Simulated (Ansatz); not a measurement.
**Yb (bcc type): how the settings move a single-point run**

Aim: see which settings change the result for Yb (bcc type), by how much, and at what cost.

Program: Ansatz 0.2.0. Level of theory: reference: DFT, PBE, PAW with Ansatz's default frozen-core files, scalar-relativistic. These are calculated values, not measurements.

2 further runs of the same task are left out: 2 that didn't finish.

### 1 The structure to begin with

It takes space group Im-3m (No. 229, cubic). Conventional cell: a = 3.557 Å, b = 3.557 Å, c = 3.557 Å, α = 90.00°, β = 90.00°, γ = 90.00°. Yb (site symmetry m-3m) has 8 Yb at 3.08 Å as nearest neighbours.

As a file:

```
CELL_PARAMETERS angstrom
-1.77860 1.77860 1.77860
1.77860 -1.77860 1.77860
1.77860 1.77860 -1.77860
ATOMIC_POSITIONS crystal
Yb 0.00000 0.00000 0.00000
```

### 2 The reference run

Contents of input.yaml:

```yaml
crystal:
  lattice:
    - [-1.7785996348, 1.7785996348, 1.7785996348]
    - [1.7785996348, -1.7785996348, 1.7785996348]
    - [1.7785996348, 1.7785996348, -1.7785996348]
  atoms:
    - { symbol: Yb, position: [0.0, 0.0, 0.0] }
kpoints:
  mp_grid: { grid: [14, 14, 14] }
scf:
  occupations: { method: fermi_dirac, width: 0.08 }
hamiltonian:
  xc: pbe
  pseudopotentials: { kind: paw }
output:
  forces: true
  stress: true
  eigenvalues: true
  populations: true
```

Run with:

```bash
$ ansatz run input.yaml --threads 1 --pin off --max-ram 3072MiB --backend cpu --events-out ev --progress --plain --runs-dir out
```

### 3 Variant: mp_grid.shift [0.5, 0.5, 0.5]

Changes to input.yaml since step 2:

```diff
@@ -8,3 +8,3 @@
 kpoints:
-  mp_grid: { grid: [14, 14, 14] }
+  mp_grid: { grid: [14, 14, 14], shift: [0.5, 0.5, 0.5] }
 scf:
@@ -19 +19,5 @@
   populations: true
+  write_density: true
+  write_potential: true
+  elf: true
+  volumetric_format: npy
```

### 4 Changing settings: ecutwfc 14.7 Ry

Changes to input.yaml since step 2:

```diff
@@ -19 +19,3 @@
   populations: true
+basis:
+  ecutwfc: "14.7 Ry"
```

What does the calculation give? Wanted: for each run, ending; energy change; pressure; gap; force.

As calculated:

| run | ending | energy change | pressure (GPa) | gap (eV) | force (eV/Å) | cycles | time |
| --- | --- | --- | --- | --- | --- | --- | --- |
| reference | converged | 0 | 19.5 | 0.00 | 0.00 | 7 | 4.5 s |
| 1: mp_grid.shift [0.5, 0.5, 0.5] | converged | -0.2 meV/atom | 19.5 | 0.00 | 0.00 | 7 | 5.2 s |
| 2: ecutwfc 14.7 Ry | converged | +8.81 eV/atom | 35.6 | 0.00 | 0.00 | 10 | 2.1 s |

Times don't compare one to one where runs were asked for different outputs or read a saved state (see the inputs); cycles may leave out searches for a lower state.

Residual by cycle in the longest SCF loop of each run; runs are numbered as in the table. The quantity is the density residual dr2, in eV.

```csv
cycle,reference,run 1,run 2
1,0.00871,0.00954,1.07
2,0.00155,0.00168,0.176
3,6.6e-5,7.4e-5,0.382
4,3.4e-6,3.4e-6,0.141
5,6.8e-7,6.3e-7,0.0178
6,5.8e-8,6.5e-8,0.00551
7,5.7e-9,5.9e-9,8.8e-6
8,-,-,1.3e-5
9,-,-,1.1e-7
10,-,-,2.5e-9
```

Of the converged runs whose energies compare with the reference's, «ecutwfc 14.7 Ry» moves the energy most (+8.81 eV/atom) and «mp_grid.shift [0.5, 0.5, 0.5]» least (-0.2 meV/atom). Run 2 ran under the cutoff that the potentials recommend, as the log warns, so basis error is mixed into its values. The structure is not at rest: the sound run finds 20 GPa, so these are no properties of the relaxed crystal. 
